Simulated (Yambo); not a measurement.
**CsH in Yambo: convergence with bands in self energy**

The system is CsH.

```
CELL_PARAMETERS angstrom
0.00000 3.18800 3.18800
3.18800 0.00000 3.18800
3.18800 3.18800 0.00000
ATOMIC_POSITIONS crystal
Cs 0.00000 0.00000 0.00000
H 0.50000 0.50000 0.50000
```

```yaml
Program: Yambo 5.3.0
Task: G0W0 quasiparticle levels
Functional: LDA
Potentials_or_basis: PseudoDojo 0.4.1 SR LDA standard
Cutoff: 1007 eV
Density_cutoff: 4027 eV
k_mesh: 6 × 6 × 6
Occupations: fixed
Spin: no spin polarisation
k_mesh_of_the_self-consistent_run: 8 × 8 × 8
Form_of_the_LDA: PW92
Random_integration_of_the_Coulomb_term: yes
Direction_of_the_field_or_of_q_to_0: x + y + z
Broadening: 0.1 eV
States_corrected: Γ and the k points of the band edges
Frequency_dependence_of_W: plasmon pole
Terminator_of_the_band_sum_in_the_self-energy: none
Quasiparticle_equation: linearised (Newton)
Imaginary_frequency_of_the_plasmon-pole_fit: 27.2114 eV
Bands_in_the_response: 155
Bands_in_the_self-energy: 25
Cutoff_of_the_response_matrix: 5 Ry
Cutoff_of_exchange_and_Vxc: 74 Ry
Bands_corrected_first_last: "[4, 6]"
```

These are the settings of the first run; the series varies bands in self energy, with any setting tied to it.

Q: The values tried are 25, 45, 85, 155, loosest first. From which on does the quasiparticle gap at the points computed stay within 0.05 eV of the tightest run that finished?

A: From 45 on.

| bands in self energy | quasiparticle gap at the points computed (eV) |
| --- | --- |
| 25 | 3.967 |
| 45 | 4.065 |
| 85 | 4.095 |
| 155 | 4.100 |

The tightest run that finished is the yardstick and may itself not be fully converged.

Caveat, for the tightest run too: this version prints the column dSc/dw multiplied by 27.2; spin-orbit coupling is left out, which moves the levels of the heavy elements.
